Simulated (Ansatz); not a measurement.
A plane-wave DFT run in Ansatz 0.2.0 (scalar-relativistic PAW potentials unless the input names others): input and command.

```yaml
crystal:
  lattice:
    - [1.7567829429, 1.0215552961, 3.1906026872]
    - [-1.7532040112, 1.0042980443, 3.1941231665]
    - [-0.0131557526, -2.0312050932, 3.1940666817]
  atoms:
    - { symbol: P, position: [0.2376083964, 0.2359395327, 0.2067342564] }
    - { symbol: P, position: [0.7623916036, 0.7640604673, 0.7932657436] }
basis:
  ecutwfc: 420
kpoints:
  mp_grid: { grid: [12, 12, 12] }
hamiltonian:
  xc: pbe
scf:
  occupations: { method: gaussian, width: 0.1 }
  max_iter: 60
output:
  forces: true
  eigenvalues: true
  stress: true
accuracy: [1, 2]
```

```bash
ansatz run input.yaml --threads 1 --pin off --max-ram 1331MiB --backend cpu --events-out ev --progress --plain --runs-dir out
```

Task: What will the program do with this input?

Result: The program refuses it, because of a value of the wrong type (accuracy: not typed → [1, 2]). Without that key it is accepted.

Abridged log:
```
Error: YAML parse error: error: line 22 column 11: expected string scalar
  --> <input>:22:11
   |
20 |   eigenvalues: true
21 |   stress: true
22 | accuracy: [1, 2]
   |           ^ expected string scalar
```